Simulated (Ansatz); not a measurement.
CaF2: biaxial strain +2.25 %, plane normal [001], relaxed out of plane

The reference is CaF$_{2}$ in the fluorite structure (space group Fm-3m, No. 225; a = 5.420 Å). Axes: x, y, z lie along the cube axes.

Perturbation: tensile biaxial strain of 2.25 % in the plane normal to [001], as in epitaxy on a mismatched substrate; the out-of-plane cell vector and the atoms relax.

All numbers come from PBEsol, PAW, 420 eV (Ansatz, an electronic-structure program; no spin-orbit coupling), earlier PAW set. Γ-centred 11×11×11 mesh, Fermi–Dirac width 0.05 eV.

- Volume per atom = 13.71 Å³ (base 13.27 Å³)
- Energy relative to the base (free energy F) = +7.5 meV/atom
- Pressure (mean of the normal stresses, compression positive) = -2.62 GPa (base -0.01 GPa)
- Band gap = 6.90 eV (an upper bound: an edge found on the path is not a true extremum; the base alone) (base 7.25 eV)
- Out-of-plane strain = -1.18 %
- Ratio −ε⊥/ε∥ = 0.53
- Mean in-plane stress (compression positive) = -3.9 GPa

Stability against distortions was not tested.
